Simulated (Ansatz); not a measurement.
SrVO3:

```
CELL_PARAMETERS angstrom
3.84090 0.00000 0.00000
0.00000 3.84090 0.00000
0.00000 0.00000 3.84090
ATOMIC_POSITIONS crystal
Sr 0.50000 0.50000 0.50000
V 0.00000 0.00000 0.00000
O 0.00000 0.00000 0.50000
O 0.00000 0.50000 0.00000
O 0.50000 0.00000 0.00000
```

* Program: Ansatz 0.2.0
* Task: relaxation of cell and atoms
* Functional: revPBE
* Potentials or basis: Ansatz PAW
* Cutoff: 420 eV (not typed: the program's choice for these potentials)
* k mesh: 5 × 5 × 5
* Occupations: fermi-dirac, width 0.05 eV
* Spin: collinear spin, ferromagnetic start
* Starting moments: [0.0, 2.0, 0.0, 0.0, 0.0] μB

At the start: volume 11.33 Å³/atom.

Q: Where does the relaxation end?

A: It ends after 7 steps and the volume is 11.77 Å³/atom (+3.9 %); space group Pm-3m (No. 221, to 0.05 Å); moment 0.76 μB per cell.

The path:
| step | energy change (eV) | largest force (eV/Å) | volume (Å³) |
| --- | --- | --- | --- |
| 1 | 0.0000 | 0.0000 | 56.66 |
| 2 | -0.0366 | 0.0000 | 58.36 |
| 3 | -0.0368 | 0.0000 | 58.75 |
| 4 | -0.0367 | 0.0000 | 58.77 |
| 5 | -0.0459 | 0.0000 | 58.77 |
| 6 | -0.0457 | 0.0000 | 58.86 |
| 7 | -0.0458 | 0.0000 | 58.86 |

Final structure:
```yaml
crystal:
  lattice:
    - [3.88991, 0.00000, 0.00000]
    - [0.00000, 3.88991, 0.00000]
    - [0.00000, 0.00000, 3.88991]
  atoms:
    - { symbol: Sr, position: [0.50000, 0.50000, 0.50000] }
    - { symbol: V, position: [0.00000, 0.00000, 0.00000] }
    - { symbol: O, position: [0.00000, 0.00000, 0.50000] }
    - { symbol: O, position: [0.00000, 0.50000, 0.00000] }
    - { symbol: O, position: [0.50000, 0.00000, 0.00000] }
```

Caveat: the plane-wave basis is chosen anew once the cell has moved, so the energies of steps on either side of that aren't comparable; the pressure holds a Pulay correction of +0.6 GPa for the finite cutoff; the PAW data sets come from PBE, with cores solved anew for the run's functional, which leaves a small shift of forces and pressure.
